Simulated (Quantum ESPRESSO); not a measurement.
# GaN (F-43m) in Quantum ESPRESSO: further runs

Runs on GaN. Level: r2SCAN. Tasks: single point, equation of state.

Program: Quantum ESPRESSO 7.5. These are calculated values, not measurements. Logs are shortened: lines on timing, memory, paths and dates and some standing lists are left out, and cuts for length are marked.

### 1 The structure

The structure is cubic, space group F-43m (No. 216). Conventional cell: a = 4.507 Å, b = 4.507 Å, c = 4.507 Å, α = 90.00°, β = 90.00°, γ = 90.00°. Ga (site symmetry -43m) has 4 N at 1.95 Å as nearest neighbours. N (site symmetry -43m) has 4 Ga at 1.95 Å as nearest neighbours.

The cell is a database's computed one.

### 2 Single point, r2SCAN, 10.76 Å³/atom

pw.in reads:

```
&CONTROL
  calculation = 'scf'
  prefix = 'pwscf'
  outdir = './tmp'
  pseudo_dir = './pseudo'
  tstress = .true.
  disk_io = 'nowf'
/
&SYSTEM
  ibrav = 0
  nat = 2
  ntyp = 2
  ecutwfc = 88
  nbnd = 15
  input_dft = 'r2scan'
  occupations = 'smearing'
  smearing = 'fd'
  degauss = 0.00367493
  nosym = .true.
  nr1 = 40
  nr2 = 40
  nr3 = 40
/
&ELECTRONS
  conv_thr = 1d-08
  electron_maxstep = 120
  mixing_beta = 0.5
/
ATOMIC_SPECIES
Ga    69.7230 Ga_ONCV_PBE-1.2.upf
N     14.0070 N_ONCV_PBE-1.2.upf
CELL_PARAMETERS angstrom
   0.0000000000    2.2074978911    2.2074978911
   2.2074978911    0.0000000000    2.2074978911
   2.2074978911    2.2074978911    0.0000000000
ATOMIC_POSITIONS crystal
Ga     0.0000000000    0.0000000000    0.0000000000
N      0.2500000000    0.2500000000    0.2500000000
K_POINTS automatic
8 8 8 0 0 0
```

Potentials or basis: SG15 PBE 1.2.

On the command line:

```sh
> OMP_NUM_THREADS=1 mpirun -n 4 pw.x -nk 4 -in pw.in > pw.out
```

pw.out:

```text
This program is part of the open-source Quantum ESPRESSO suite
     for quantum simulation of materials; please cite
         "P. Giannozzi et al., J. Phys.:Condens. Matter 21 395502 (2009);
         "P. Giannozzi et al., J. Phys.:Condens. Matter 29 465901 (2017);
         "P. Giannozzi et al., J. Chem. Phys. 152 154105 (2020);
     in publications or presentations arising from this work. More details at

     IMPORTANT: XC functional enforced from input :
     Exchange-correlation= R2SCAN
                           (   0   0   0   0   0 497 498)
     Any further DFT definition will be discarded
     Please, verify this is what you really want

     K-points division:     npool     =       4
     Subspace diagonalization in iterative solution of the eigenvalue problem:
     a serial algorithm will be used

     G-vector sticks info
     --------------------
     sticks:   dense  smooth     PW     G-vecs:    dense   smooth      PW
     Sum         847     847    253                16361    16361    2741

     Using Slab Decomposition

     bravais-lattice index     =            0
     lattice parameter (alat)  =       5.8995  a.u.
     unit-cell volume          =     145.1869 (a.u.)^3
     number of atoms/cell      =            2
     number of atomic types    =            2
     number of electrons       =        18.00
     number of Kohn-Sham states=           15
     kinetic-energy cutoff     =      88.0000  Ry
     charge density cutoff     =     352.0000  Ry
     scf convergence threshold =      1.0E-08
     mixing beta               =       0.5000
     number of iterations used =            8  plain     mixing
     Exchange-correlation= R2SCAN
                           (   0   0   0   0   0 497 498)

     celldm(1)=   5.899486  celldm(2)=   0.000000  celldm(3)=   0.000000
     celldm(4)=   0.000000  celldm(5)=   0.000000  celldm(6)=   0.000000

     crystal axes: (cart. coord. in units of alat)
               a(1) = (   0.000000   0.707107   0.707107 )
               a(2) = (   0.707107   0.000000   0.707107 )
               a(3) = (   0.707107   0.707107   0.000000 )

     reciprocal axes: (cart. coord. in units 2 pi/alat)
               b(1) = ( -0.707107  0.707107  0.707107 )
               b(2) = (  0.707107 -0.707107  0.707107 )
               b(3) = (  0.707107  0.707107 -0.707107 )

     PseudoPot. # 1 for Ga read from file:
     Ga_ONCV_PBE-1.2.upf
     Pseudo is Norm-conserving, Zval = 13.0
     Generated using ONCVPSP code by D. R. Hamann
     Using radial grid of  602 points,  6 beta functions with:
                l(1) =   0
                l(2) =   0
                l(3) =   1
                l(4) =   1
                l(5) =   2
                l(6) =   2

     PseudoPot. # 2 for N  read from file:
     N_ONCV_PBE-1.2.upf
     Pseudo is Norm-conserving, Zval =  5.0
     Generated using ONCVPSP code by D. R. Hamann
     Using radial grid of  602 points,  4 beta functions with:
                l(1) =   0
                l(2) =   0
                l(3) =   1
                l(4) =   1

     atomic species   valence    mass     pseudopotential
     Ga               13.00    69.72300     Ga( 1.00)
     N                 5.00    14.00700     N ( 1.00)

     No symmetry found

   Cartesian axes

     site n.     atom                  positions (alat units)
         1        Ga     tau(   1) = (   0.0000000   0.0000000   0.0000000  )
         2        N      tau(   2) = (   0.3535534   0.3535534   0.3535534  )

     number of k points=   260  Fermi-Dirac smearing, width (Ry)=  0.0037

     Number of k-points >= 100: set verbosity='high' to print them.

     Dense  grid:    16361 G-vectors     FFT dimensions: (  40,  40,  40)

     WARNING: libxc functional with ID  497 depends
      on external parameters: check the user_guide of
      QE if you need to modify them or to check their
      default values.

     WARNING: libxc functional with ID  498 depends
      on external parameters: check the user_guide of
      QE if you need to modify them or to check their
      default values.

     Initial potential from superposition of free atoms

     starting charge      17.9216, renormalised to      18.0000
     Starting wfcs are random

     Self-consistent Calculation

     iteration #  1     ecut=    88.00 Ry     beta= 0.50
     Davidson diagonalization with overlap
     ethr =  1.00E-02,  avg # of iterations = 10.3

     total energy              =    -149.78437337 Ry
     estimated scf accuracy    <     180.40394010 Ry

     iteration #  2     ecut=    88.00 Ry     beta= 0.50
     Davidson diagonalization with overlap
     ethr =  1.00E-02,  avg # of iterations =  1.0

     negative rho (up,down):  5.246E-07 0.000E+00

     total energy              =    -150.04312247 Ry
     estimated scf accuracy    <      60.09359848 Ry

     iteration #  3     ecut=    88.00 Ry     beta= 0.50
     Davidson diagonalization with overlap
     ethr =  1.00E-02,  avg # of iterations =  1.0

     negative rho (up,down):  7.641E-08 0.000E+00

     total energy              =    -150.04592282 Ry
     estimated scf accuracy    <       1.24947127 Ry

     iteration #  4     ecut=    88.00 Ry     beta= 0.50
     Davidson diagonalization with overlap
     ethr =  6.94E-03,  avg # of iterations =  1.0

     total energy              =    -150.06811345 Ry
     estimated scf accuracy    <       0.01590922 Ry

     iteration #  5     ecut=    88.00 Ry     beta= 0.50
     Davidson diagonalization with overlap
     ethr =  8.84E-05,  avg # of iterations =  1.9

     total energy              =    -150.06833973 Ry
     estimated scf accuracy    <       0.00319441 Ry

     iteration #  6     ecut=    88.00 Ry     beta= 0.50
     Davidson diagonalization with overlap
     ethr =  1.77E-05,  avg # of iterations =  2.4

     total energy              =    -150.06835498 Ry
     estimated scf accuracy    <       0.00004702 Ry

     iteration #  7     ecut=    88.00 Ry     beta= 0.50
     Davidson diagonalization with overlap
     ethr =  2.61E-07,  avg # of iterations =  3.2

     total energy              =    -150.06835719 Ry
     estimated scf accuracy    <       0.00005483 Ry

     iteration #  8     ecut=    88.00 Ry     beta= 0.50
     Davidson diagonalization with overlap
     ethr =  2.61E-07,  avg # of iterations =  1.0

     total energy              =    -150.06835735 Ry
     estimated scf accuracy    <       0.00001838 Ry

     iteration #  9     ecut=    88.00 Ry     beta= 0.50
     Davidson diagonalization with overlap
     ethr =  1.02E-07,  avg # of iterations =  1.0

     total energy              =    -150.06835752 Ry
     estimated scf accuracy    <       0.00000085 Ry

     iteration # 10     ecut=    88.00 Ry     beta= 0.50
     Davidson diagonalization with overlap
     ethr =  4.70E-09,  avg # of iterations =  1.0

     total energy              =    -150.06835751 Ry
     estimated scf accuracy    <       0.00000058 Ry

     iteration # 11     ecut=    88.00 Ry     beta= 0.50
     Davidson diagonalization with overlap
     ethr =  3.23E-09,  avg # of iterations =  1.0

     End of self-consistent calculation

     Number of k-points >= 100: set verbosity='high' to print the bands.

     the Fermi energy is    12.8467 ev

!    total energy              =    -150.06835752 Ry
     estimated scf accuracy    <          2.1E-09 Ry
     smearing contrib. (-TS)   =      -0.00000000 Ry
     internal energy E=F+TS    =    -150.06835752 Ry

     The total energy is F=E-TS. E is the sum of the following terms:
     one-electron contribution =     -49.83915545 Ry
     hartree contribution      =      41.01409163 Ry
     xc contribution           =     -22.13756519 Ry
     ewald contribution        =    -119.10572851 Ry

     convergence has been achieved in  11 iterations

     Computing stress (Cartesian axis) and pressure

          total   stress  (Ry/bohr**3)                   (kbar)     P=      107.83
   0.00073305  -0.00000000   0.00000000          107.84       -0.00        0.00
  -0.00000000   0.00073305   0.00000000           -0.00      107.83        0.00
   0.00000000   0.00000000   0.00073305            0.00        0.00      107.83

=------------------------------------------------------------------------------=
   JOB DONE.
=------------------------------------------------------------------------------=
```

Run time: 3.3 min. Hardware: 4 MPI ranks of AMD EPYC 7R43 (Zen 3), shared host; peak memory 0.4 GiB.

Results:

```yaml
Free_energy: -2041.7840 eV
Pressure: 10.8 GPa
Band_gap_on_the_k_mesh: 2.29 eV, direct
```

Caveat: the potentials were made for another functional, which shifts forces and pressure.

### 3 Single point, r2SCAN, 10.99 Å³/atom

pw.in: that of step 2 with these lines changed.

```diff
@@ -32,5 +32,5 @@
 CELL_PARAMETERS angstrom
-   0.0000000000    2.2074978911    2.2074978911
-   2.2074978911    0.0000000000    2.2074978911
-   2.2074978911    2.2074978911    0.0000000000
+   0.0000000000    2.2230441631    2.2230441631
+   2.2230441631    0.0000000000    2.2230441631
+   2.2230441631    2.2230441631    0.0000000000
 ATOMIC_POSITIONS crystal
```

Potentials or basis: SG15 PBE 1.2.

On the command line:

```sh
> OMP_NUM_THREADS=1 mpirun -n 4 pw.x -nk 4 -in pw.in > pw.out
```

Wall time 3.7 min (4 MPI ranks of AMD EPYC 7R43 (Zen 3), shared host); peak memory 0.44 GiB.

It converged, with:

- Free energy: -2041.8080 eV
- Pressure: 6.0 GPa
- Band gap on the k mesh: 2.15 eV, direct

Caveat: the potentials were made for another functional, which shifts forces and pressure.

### 4 Single point, r2SCAN, 11.21 Å³/atom

pw.in: that of step 3 with these lines changed.

```diff
@@ -32,5 +32,5 @@
 CELL_PARAMETERS angstrom
-   0.0000000000    2.2230441631    2.2230441631
-   2.2230441631    0.0000000000    2.2230441631
-   2.2230441631    2.2230441631    0.0000000000
+   0.0000000000    2.2383759866    2.2383759866
+   2.2383759866    0.0000000000    2.2383759866
+   2.2383759866    2.2383759866    0.0000000000
 ATOMIC_POSITIONS crystal
```

On the command line:

```sh
> OMP_NUM_THREADS=1 mpirun -n 4 pw.x -nk 4 -in pw.in > pw.out
```

Run time: 3.7 min. Hardware: 4 MPI ranks of AMD EPYC 7R43 (Zen 3), shared host; peak memory 0.4 GiB.

It converged, with:

```
Free energy            : -2041.8190 eV
Pressure               : 1.7 GPa
Band gap on the k mesh : 2.01 eV, direct
```

Caveat: the potentials were made for another functional, which shifts forces and pressure.

### 5 Single point, r2SCAN, 11.44 Å³/atom

pw.in: that of step 4 with these lines changed.

```diff
@@ -32,5 +32,5 @@
 CELL_PARAMETERS angstrom
-   0.0000000000    2.2383759866    2.2383759866
-   2.2383759866    0.0000000000    2.2383759866
-   2.2383759866    2.2383759866    0.0000000000
+   0.0000000000    2.2535006075    2.2535006075
+   2.2535006075    0.0000000000    2.2535006075
+   2.2535006075    2.2535006075    0.0000000000
 ATOMIC_POSITIONS crystal
```

On the command line:

```sh
> OMP_NUM_THREADS=1 mpirun -n 4 pw.x -nk 4 -in pw.in > pw.out
```

Wall time 3.7 min (4 MPI ranks of AMD EPYC 7R43 (Zen 3), shared host); peak memory 0.32 GiB.

Results (log left out):

```yaml
Free_energy: -2041.8185 eV
Pressure: -2.1 GPa
Band_gap_on_the_k_mesh: 1.87 eV, direct
```

Caveat: the potentials were made for another functional, which shifts forces and pressure.

### 6 Single point, r2SCAN, 11.67 Å³/atom

pw.in: that of step 5 with these lines changed.

```diff
@@ -32,5 +32,5 @@
 CELL_PARAMETERS angstrom
-   0.0000000000    2.2535006075    2.2535006075
-   2.2535006075    0.0000000000    2.2535006075
-   2.2535006075    2.2535006075    0.0000000000
+   0.0000000000    2.2684248875    2.2684248875
+   2.2684248875    0.0000000000    2.2684248875
+   2.2684248875    2.2684248875    0.0000000000
 ATOMIC_POSITIONS crystal
```

Potentials or basis: SG15 PBE 1.2.

On the command line:

```sh
> OMP_NUM_THREADS=1 mpirun -n 4 pw.x -nk 4 -in pw.in > pw.out
```

Run time: 3.6 min. Hardware: 4 MPI ranks of AMD EPYC 7R43 (Zen 3), shared host; peak memory 0.36 GiB.

It converged, with:

| Item | Value |
| --- | --- |
| Free energy | -2041.8075 eV |
| Pressure | -5.6 GPa |
| Band gap on the k mesh | 1.73 eV, direct |

Caveat: the potentials were made for another functional, which shifts forces and pressure.

### 7 Single point, r2SCAN, 11.90 Å³/atom

pw.in: that of step 6 with these lines changed.

```diff
@@ -32,5 +32,5 @@
 CELL_PARAMETERS angstrom
-   0.0000000000    2.2684248875    2.2684248875
-   2.2684248875    0.0000000000    2.2684248875
-   2.2684248875    2.2684248875    0.0000000000
+   0.0000000000    2.2831553320    2.2831553320
+   2.2831553320    0.0000000000    2.2831553320
+   2.2831553320    2.2831553320    0.0000000000
 ATOMIC_POSITIONS crystal
```

On the command line:

```sh
> OMP_NUM_THREADS=1 mpirun -n 4 pw.x -nk 4 -in pw.in > pw.out
```

It took 3.1 min on 4 MPI ranks of AMD EPYC 7R43 (Zen 3), shared host; peak memory 0.4 GiB.

Results (log left out):

- Free energy: -2041.7871 eV
- Pressure: -8.7 GPa
- Band gap on the k mesh: 1.60 eV, direct

Caveat: the potentials were made for another functional, which shifts forces and pressure.

### 8 Single point, r2SCAN, 12.13 Å³/atom

pw.in: that of step 7 with these lines changed.

```diff
@@ -32,5 +32,5 @@
 CELL_PARAMETERS angstrom
-   0.0000000000    2.2831553320    2.2831553320
-   2.2831553320    0.0000000000    2.2831553320
-   2.2831553320    2.2831553320    0.0000000000
+   0.0000000000    2.2976981147    2.2976981147
+   2.2976981147    0.0000000000    2.2976981147
+   2.2976981147    2.2976981147    0.0000000000
 ATOMIC_POSITIONS crystal
```

On the command line:

```sh
> OMP_NUM_THREADS=1 mpirun -n 4 pw.x -nk 4 -in pw.in > pw.out
```

It took 3.3 min on 4 MPI ranks of AMD EPYC 7R43 (Zen 3), shared host; peak memory 0.4 GiB.

The run converged. Its results:

```
Free energy            : -2041.7581 eV
Pressure               : -11.6 GPa
Band gap on the k mesh : 1.47 eV, direct
```

Caveat: the potentials were made for another functional, which shifts forces and pressure.

### 9 Equation of state, r2SCAN

Potentials or basis: SG15 PBE 1.2.

No new run: the results of the series are fitted here.

Results:

```
Equilibrium volume                      : 11.32 Å³/atom
Bulk modulus                            : 192 GPa
Pressure derivative of the bulk modulus : 4.1
```

Energy against volume, from the lowest point:
| volume (Å³/atom) | energy (meV/atom) |
| --- | --- |
| 10.757 | 17.50 |
| 10.986 | 5.53 |
| 11.215 | 0.00 |
| 11.444 | 0.27 |
| 11.673 | 5.76 |
| 11.902 | 15.97 |
| 12.131 | 30.46 |

Caveat: the potentials were made for another functional, which shifts forces and pressure.
